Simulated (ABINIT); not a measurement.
# BAs (F-43m) in ABINIT: settings compared

One crystal, BAs, is run at these levels: PBE, LDA; tasks: single point, relaxation of cell and atoms.

All numbers are computed with ABINIT 10.8.3 (patched build); they aren't measurements. Logs are shortened: lines on timing, memory, paths and dates and some standing lists are left out, and cuts for length are marked. The log counts tension as positive stress, the text compression.

### Step 1. The crystal as given

The structure is cubic, space group F-43m (No. 216). Conventional cell: a = 4.777 Å, b = 4.777 Å, c = 4.777 Å, α = 90.00°, β = 90.00°, γ = 90.00°. Around As (site symmetry -43m) lie 4 B at 2.07 Å. B (site symmetry -43m) is surrounded by 4 As at 2.07 Å.

### Step 2. Single point, PBE (cell relaxed)

run.abi

```
# Pseudopotentials
pp_dirpath "./"
pseudos "As.upf, B.upf"

# Structure
acell 3*1.0 Angstrom
rprim
     0.0000000000     2.4045760200     2.4045760200
     2.4045760200     0.0000000000     2.4045760200
     2.4045760200     2.4045760200     0.0000000000
ntypat 2
znucl 33 5
natom 2
typat 1 2
xcart
     6.8159851855     6.8159851855     6.8159851855
     0.0000000000     0.0000000000     0.0000000000
chkprim 0
chksymtnons 0
tolsym 1.0e-6

# Plane-wave basis
ecut 1142.878222 eV

# k points
kptopt 1
ngkpt 8 8 8
nshiftk 1
shiftk 0.0 0.0 0.0

# Exchange and correlation
ixc 11

# Bands and occupations
nband 13
occopt 3
tsmear 0.00183747

# SCF cycle
nstep 100
tolvrs 1.0e-10

# Output
iomode 3
prtwf 0
prtden 0
prteig 0
prtebands 0
```

Potentials or basis: PseudoDojo NC SR PBE v0.4.1 standard.

Run with:

```sh
$ mpirun --bind-to none -np 4 abinit run.abi > log 2>&1
```

run.abo:

```text
.Version 10.8.3 of ABINIT
 Symmetries : space group F-4 3 m (#216); Bravais cF (face-center cubic)
================================================================================
 Values of the parameters that define the memory need of the present run
     intxc =       0    ionmov =       0      iscf =       7    lmnmax =       6
     lnmax =       6     mgfft =      40  mpssoang =       3    mqgrid =    3001
     natom =       2  nloc_mem =       1    nspden =       1   nspinor =       1
    nsppol =       1      nsym =      24    n1xccc =    2501    ntypat =       2
    occopt =       3   xclevel =       2
       mpw =        2468          nfft =       64000          nkpt =          29
================================================================================
================================================================================

--------------------------------------------------------------------------------
------------- Echo of variables that govern the present computation ------------
--------------------------------------------------------------------------------
 -outvars: echo values of preprocessed input variables --------
            acell      1.8897261259E+00  1.8897261259E+00  1.8897261259E+00 Bohr
              amu      7.49215900E+01  1.08110000E+01
          chkprim           0
      chksymtnons           0
             ecut      4.20000000E+01 Hartree
              ixc          11
         kptrlatt        8    0    0      0    8    0      0    0    8
          kptrlen      5.14093797E+01
            natom           2
            nband          13
            ngfft          40      40      40
             nkpt          29
            nstep         100
             nsym          24
           ntypat           2
           occopt           3
           prtden           0
        prtebands           0
           prteig           0
            prtwf           0
            rprim      0.0000000000E+00  2.4045760200E+00  2.4045760200E+00
                       2.4045760200E+00  0.0000000000E+00  2.4045760200E+00
                       2.4045760200E+00  2.4045760200E+00  0.0000000000E+00
          spgroup         216
           tolsym      1.00000000E-06
           tolvrs      1.00000000E-10
           tsmear      1.83747000E-03 Hartree
            typat      1  2
           xangst      3.6068640276E+00  3.6068640276E+00  3.6068640276E+00
                      -2.4278814298E-09 -2.4278814298E-09 -2.4278814298E-09
            xcart      6.8159851855E+00  6.8159851855E+00  6.8159851855E+00
                      -4.5880309684E-09 -4.5880309684E-09 -4.5880309684E-09
             xred      7.4999999950E-01  7.4999999950E-01  7.4999999950E-01
                      -5.0484605385E-10 -5.0484605385E-10 -5.0484605385E-10
            znucl       33.00000    5.00000

================================================================================

 chkinp: Checking input parameters for consistency.

================================================================================
== DATASET  1 ==================================================================

--- !DatasetInfo
iteration_state: {dtset: 1, }
dimensions: {natom: 2, nkpt: 29, mband: 13, nsppol: 1, nspinor: 1, nspden: 1, mpw: 2468, }
cutoff_energies: {ecut:  42.0, pawecutdg:  -1.0, }
electrons: {nelect:   1.80000000E+01, charge:   0.00000000E+00, occopt:   3.00000000E+00, tsmear:   1.83747000E-03, }
meta: {optdriver: 0, ionmov: 0, optcell: 0, iscf: 7, paral_kgb: 0, }
...

 Exchange-correlation functional for the present dataset will be:
  GGA: Perdew-Burke-Ernzerhof functional - ixc=11
  J.P.Perdew, K.Burke, M.Ernzerhof, PRL 77, 3865 (1996)

 Real(R)+Recip(G) space primitive vectors, cartesian coordinates (Bohr,Bohr^-1):
 R(1)=  0.0000000  4.5439901  4.5439901  G(1)= -0.1100355  0.1100355  0.1100355
 R(2)=  4.5439901  0.0000000  4.5439901  G(2)=  0.1100355 -0.1100355  0.1100355
 R(3)=  4.5439901  4.5439901  0.0000000  G(3)=  0.1100355  0.1100355 -0.1100355
 Unit cell volume ucvol=  1.8764722E+02 bohr^3
 Angles (23,13,12)=  6.00000000E+01  6.00000000E+01  6.00000000E+01 degrees

 getcut: wavevector=  0.0000  0.0000  0.0000  ngfft=  40  40  40
         ecut(hartree)=     42.000   => boxcut(ratio)=   2.13362

--- Pseudopotential description ------------------------------------------------
- pspini: atom type   1  psp file is ./As.upf
12 -101130 2 -1 1358                          pspcod,pspxc,lmax,lloc,mmax
     nproj     2     2     2

- pspini: atom type   2  psp file is ./B.upf
12 -101130 1 -1 1534                          pspcod,pspxc,lmax,lloc,mmax
     nproj     2     2     0

   5.81353049E+02                                ecore*ucvol(ha*bohr**3)
--------------------------------------------------------------------------------

================================================================================

--- !BeginCycle
iteration_state: {dtset: 1, }
solver: {iscf: 7, nstep: 100, nline: 4, wfoptalg: 0, }
tolerances: {tolvrs: 1.00E-10, }
...

     iter   Etot(hartree)      deltaE(h)  residm     vres2
 ETOT  1  -107.84233962411    -1.078E+02 1.772E+00 2.584E+02
 ETOT  2  -108.98776871558    -1.145E+00 8.647E-02 1.734E+02
 ETOT  3  -109.00834954096    -2.058E-02 4.582E-03 9.591E+00
 ETOT  4  -109.00932991768    -9.804E-04 7.850E-03 1.390E+00
 ETOT  5  -109.00952990578    -2.000E-04 4.583E-03 2.504E-02
 ETOT  6  -109.00953313150    -3.226E-06 7.148E-03 2.806E-03
 ETOT  7  -109.00953347679    -3.453E-07 1.662E-03 5.022E-06
 ETOT  8  -109.00953347701    -2.204E-10 2.071E-03 8.499E-07
 ETOT  9  -109.00953347712    -1.068E-10 3.801E-04 1.490E-08
 ETOT 10  -109.00953347712    -1.123E-12 4.588E-04 3.243E-11

 At SCF step   10       vres2   =  3.24E-11 < tolvrs=  1.00E-10 =>converged.

 Cartesian components of stress tensor (hartree/bohr^3)
  sigma(1 1)=  3.46216446E-07  sigma(3 2)=  0.00000000E+00
  sigma(2 2)=  3.46216446E-07  sigma(3 1)=  0.00000000E+00
  sigma(3 3)=  3.46216446E-07  sigma(2 1)=  0.00000000E+00

--- !ResultsGS
iteration_state: {dtset: 1, }
comment   : Summary of ground state results
lattice_vectors:
- [  0.0000000,   4.5439901,   4.5439901, ]
- [  4.5439901,   0.0000000,   4.5439901, ]
- [  4.5439901,   4.5439901,   0.0000000, ]
lattice_lengths: [   6.42617,    6.42617,    6.42617, ]
lattice_angles: [ 60.000,  60.000,  60.000, ] # degrees, (23, 13, 12)
lattice_volume:   1.8764722E+02
convergence: {deltae: -1.123E-12, res2:  3.243E-11, residm:  4.588E-04, diffor: null, }
etotal    :  -1.09009533E+02
entropy   :   0.00000000E+00
fermie    :   2.54783093E-01
cartesian_stress_tensor: # hartree/bohr^3
- [  3.46216446E-07,   0.00000000E+00,   0.00000000E+00, ]
- [  0.00000000E+00,   3.46216446E-07,   0.00000000E+00, ]
- [  0.00000000E+00,   0.00000000E+00,   3.46216446E-07, ]
pressure_GPa:  -1.0186E-02
xred      :
- [  7.5000E-01,   7.5000E-01,   7.5000E-01, As]
- [ -5.0485E-10,  -5.0485E-10,  -5.0485E-10,  B]
cartesian_forces: # hartree/bohr
- [ -0.00000000E+00,  -0.00000000E+00,  -0.00000000E+00, ]
- [ -0.00000000E+00,  -0.00000000E+00,  -0.00000000E+00, ]
force_length_stats: {min:   0.00000000E+00, max:   0.00000000E+00, mean:   0.00000000E+00, }
...

 Integrated electronic density in atomic spheres:
 ------------------------------------------------
 Atom  Sphere_radius  Integrated_density
    1        2.00000         12.42038883
    2        2.00000          2.49592878
================================================================================

 ----iterations are completed or convergence reached----

 Mean square residual over all n,k,spin=   12.848E-07; max=  45.883E-05
 reduced coordinates (array xred) for    2 atoms
       0.749999999495      0.749999999495      0.749999999495
      -0.000000000505     -0.000000000505     -0.000000000505
 rms dE/dt=  0.0000E+00; max dE/dt=  0.0000E+00; dE/dt below (all hartree)
    1       0.000000000000      0.000000000000      0.000000000000
    2       0.000000000000      0.000000000000      0.000000000000

 cartesian coordinates (angstrom) at end:
    1      3.60686402757212     3.60686402757212     3.60686402757212
    2     -0.00000000242788    -0.00000000242788    -0.00000000242788

 cartesian forces (hartree/bohr) at end:
    1     -0.00000000000000    -0.00000000000000    -0.00000000000000
    2     -0.00000000000000    -0.00000000000000    -0.00000000000000
 frms,max,avg= 0.0000000E+00 0.0000000E+00   0.000E+00  0.000E+00  0.000E+00 h/b

 cartesian forces (eV/Angstrom) at end:
    1     -0.00000000000000    -0.00000000000000    -0.00000000000000
    2     -0.00000000000000    -0.00000000000000    -0.00000000000000
 frms,max,avg= 0.0000000E+00 0.0000000E+00   0.000E+00  0.000E+00  0.000E+00 e/A
 length scales=  1.889726125908  1.889726125908  1.889726125908 bohr
              =  1.000000000000  1.000000000000  1.000000000000 angstroms
 Fermi (or HOMO) energy (hartree) =   0.25478   Average Vxc (hartree)=  -0.40806
 Eigenvalues (hartree) for nkpt=  29  k points:
 kpt#   1, nband= 13, wtk=  0.00195, kpt=  0.0000  0.0000  0.0000 (reduced coord)
  -1.08568   -1.08568   -1.08568   -1.08504   -1.08504   -0.32628    0.23288    0.23288
   0.23288    0.35292    0.35292    0.35292    0.39579
      occupation numbers for kpt#   1
   2.00000    2.00000    2.00000    2.00000    2.00000    2.00000    1.99999    1.99999
   1.99999    0.00000    0.00000    0.00000    0.00000
 prteigrs : prtvol=0 or 1, do not print more k-points.

--- !EnergyTerms
iteration_state     : {dtset: 1, }
comment             : Components of total free energy in Hartree
kinetic             :  7.82725892549091E+01
hartree             :  3.07285680538564E+01
xc                  : -2.49961303606104E+01
Ewald energy        : -6.29970538398995E+01
psp_core            :  3.09811704833318E+00
local_psp           : -8.08019366259088E+01
non_local_psp       : -5.23136870039896E+01
internal            : -1.09009533473310E+02
'-kT*entropy'       : -3.80885223704822E-09
total_energy        : -1.09009533477119E+02
total_energy_eV     : -2.96630051994007E+03
band_energy         : -1.08961377733197E+01
...

 Cartesian components of stress tensor (hartree/bohr^3)
  sigma(1 1)=  3.46216446E-07  sigma(3 2)=  0.00000000E+00
  sigma(2 2)=  3.46216446E-07  sigma(3 1)=  0.00000000E+00
  sigma(3 3)=  3.46216446E-07  sigma(2 1)=  0.00000000E+00

-Cartesian components of stress tensor (GPa)         [Pressure= -1.0186E-02 GPa]
- sigma(1 1)=  1.01860395E-02  sigma(3 2)=  0.00000000E+00
- sigma(2 2)=  1.01860395E-02  sigma(3 1)=  0.00000000E+00
- sigma(3 3)=  1.01860395E-02  sigma(2 1)=  0.00000000E+00

== END DATASET(S) ==============================================================
================================================================================

 -outvars: echo values of variables after computation  --------
            acell      1.8897261259E+00  1.8897261259E+00  1.8897261259E+00 Bohr
           etotal     -1.0900953348E+02
            fcart     -0.0000000000E+00 -0.0000000000E+00 -0.0000000000E+00
                      -0.0000000000E+00 -0.0000000000E+00 -0.0000000000E+00
            rprim      0.0000000000E+00  2.4045760200E+00  2.4045760200E+00
                       2.4045760200E+00  0.0000000000E+00  2.4045760200E+00
                       2.4045760200E+00  2.4045760200E+00  0.0000000000E+00
           strten      3.4621644637E-07  3.4621644637E-07  3.4621644637E-07
                       0.0000000000E+00  0.0000000000E+00  0.0000000000E+00
           xangst      3.6068640276E+00  3.6068640276E+00  3.6068640276E+00
                      -2.4278814298E-09 -2.4278814298E-09 -2.4278814298E-09
             xred      7.4999999950E-01  7.4999999950E-01  7.4999999950E-01
                      -5.0484605385E-10 -5.0484605385E-10 -5.0484605385E-10
 Calculation completed.
```

Wall time 9.8 s (4 MPI ranks of Arm Neoverse V1, shared host); peak memory 0.28 GiB.

What came out:

```yaml
Free_energy: -2966.3005 eV
Pressure: 0.0 GPa
Band_gap_on_the_k_mesh: 1.23 eV, indirect (least direct gap 3.27 eV)
Valence_electrons_inside_the_program's_atomic_spheres: As 12.42; B 2.50
```

A k mesh can miss the band edges.

### Step 3. Relaxation of cell and atoms, LDA

run.abi

```
# Pseudopotentials
pp_dirpath "./"
pseudos "As.upf, B.upf"

# Structure
acell 6.3832096775 6.3832096775 6.3832096775
rprim
     0.0000000000     0.7071067812     0.7071067812
     0.7071067812     0.0000000000     0.7071067812
     0.7071067812     0.7071067812     0.0000000000
ntypat 2
znucl 33 5
natom 2
typat 1 2
chkprim 0
chksymtnons 0
tolsym 1.0e-6
xred
            3/4            3/4            3/4
            0.0            0.0            0.0

# Plane-wave basis
ecut 1088.455450 eV
ecutsm 0.5

# k points
kptopt 1
ngkpt 8 8 8
nshiftk 1
shiftk 0.0 0.0 0.0

# Exchange and correlation
ixc 7

# Bands and occupations
nband 13
occopt 3
tsmear 0.05 eV

# SCF cycle
nstep 80
tolvrs 1.0e-12

# Output
iomode 3
prteig 0
prtebands 0
prtwf 0
prtden 0

# Relaxation
ionmov 2
optcell 2
ntime 50
tolmxf 2.0e-5
dilatmx 1.08
```

Potentials or basis: PseudoDojo NC SR LDA v0.4.1 standard.

Run with:

```sh
$ mpirun --bind-to none -np 4 abinit run.abi > log 2>&1
```

Wall time 35 s (4 MPI ranks of Arm Neoverse V1, shared host); peak memory 0.28 GiB.

The run converged. Its results:

```yaml
Free_energy: -2964.2797 eV
Relaxed_volume: 13.25 Å³/atom
Relaxed_cell: a = 3.346 Å, b = 3.346 Å, c = 3.346 Å, α = 60.00°, β = 60.00°, γ = 60.00°
Space_group_after_relaxing_to_0.05_Å: F-43m (No. 216)
Energy_gained_by_relaxing: 4.8 meV/atom
Ionic_steps: 4
Pressure_after_relaxing: 0.0 GPa
Band_gap_on_the_k_mesh: 1.13 eV, indirect (least direct gap 3.30 eV)
```

Step by step:
```tsv
step	energy change (eV)	largest force (eV/Å)	pressure (GPa)	volume (Å³)
1	0.0000	0.0000	-3.93	27.25
2	-0.0063	0.0000	-2.30	26.93
3	-0.0095	0.0000	0.05	26.48
4	-0.0095	0.0000	0.00	26.49
```

Final structure:
```
CELL_PARAMETERS angstrom
0.00000 2.36603 2.36603
2.36603 0.00000 2.36603
2.36603 2.36603 0.00000
ATOMIC_POSITIONS crystal
As 0.75000 0.75000 0.75000
B 0.00000 0.00000 0.00000
```

A k mesh can miss the band edges. Expect the measured gap to be larger: semilocal functionals such as LDA lack the derivative discontinuity.

### Step 4. Single point, LDA (cell relaxed)

run.abi

```
pp_dirpath "./"
pseudos "As.upf, B.upf"

acell 6.3231635443 6.3231635443 6.3231635443
rprim
     0.0000000000     0.7071067812     0.7071067812
     0.7071067812     0.0000000000     0.7071067812
     0.7071067812     0.7071067812     0.0000000000
ntypat 2
znucl 33 5
natom 2
typat 1 2
xred
     0.7500000000     0.7500000000     0.7500000000
     0.0000000000     0.0000000000     0.0000000000
chkprim 0
chksymtnons 0
tolsym 1.0e-6

ecut 40.0

kptopt 1
ngkpt 8 8 8
nshiftk 1
shiftk 0.0 0.0 0.0

ixc 7

nband 13
occopt 3
tsmear 0.05 eV

nstep 100
tolvrs 1.0e-10

iomode 3
prtwf 0
prteig 0
prtebands 0
prtden 1
prtvha 1
prtvclmb 1
prtpot 1
prtelf 1
```

Run with:

```sh
$ mpirun --bind-to none -np 4 abinit run.abi > log 2>&1
```

It took 9.4 s on 4 MPI ranks of Arm Neoverse V1, shared host; peak memory 0.28 GiB.

It converged, with:

```yaml
Free_energy: -2964.2801 eV
Pressure: -0.3 GPa
Band_gap_on_the_k_mesh: 1.13 eV, indirect (least direct gap 3.30 eV)
Valence_electrons_inside_the_program's_atomic_spheres: As 12.50; B 2.58
```

Levels at points of the mesh, in eV from the valence-band top:
```tsv
k point	band 7	band 8	band 9	band 10	band 11	band 12
(0.00, 0.00, 0.00)	0.00	0.00	0.00	3.30	3.30	3.30
(0.50, 0.00, 0.00)	-8.95	-1.86	-1.86	2.85	4.81	4.81
(0.50, 0.50, 0.00)	-8.57	-4.19	-4.19	1.33	1.41	11.53
```

### Step 5. The runs side by side

| task | level | potentials or basis | cell | cutoff (eV) | cell freedom (optcell) | optimiser (ionmov) | cutoff smearing ecutsm (Ha) | force stop (Ha/bohr) | gap on the mesh (eV) | pressure (GPa) |
| --- | --- | --- | --- | --- | --- | --- | --- | --- | --- | --- |
| single point | PBE | PseudoDojo NC SR PBE v0.4.1 standard | cell relaxed | 1143 | - | - | - | - | 1.23 | 0.0 |
| relaxation of cell and atoms | LDA | PseudoDojo NC SR LDA v0.4.1 standard | relaxed | 1088 | 2 | 2 | 0.5 | 2e-05 | 1.13 | 0.0 |
| single point | LDA | PseudoDojo NC SR LDA v0.4.1 standard | cell relaxed | 1088 | - | - | - | - | 1.13 | -0.3 |

Alike in all rows: no spin polarisation; k mesh 8 × 8 × 8; smearing fermi-dirac 0.05 eV.

Total energies depend on the potentials used, so only differences within one code and one set of settings carry meaning.
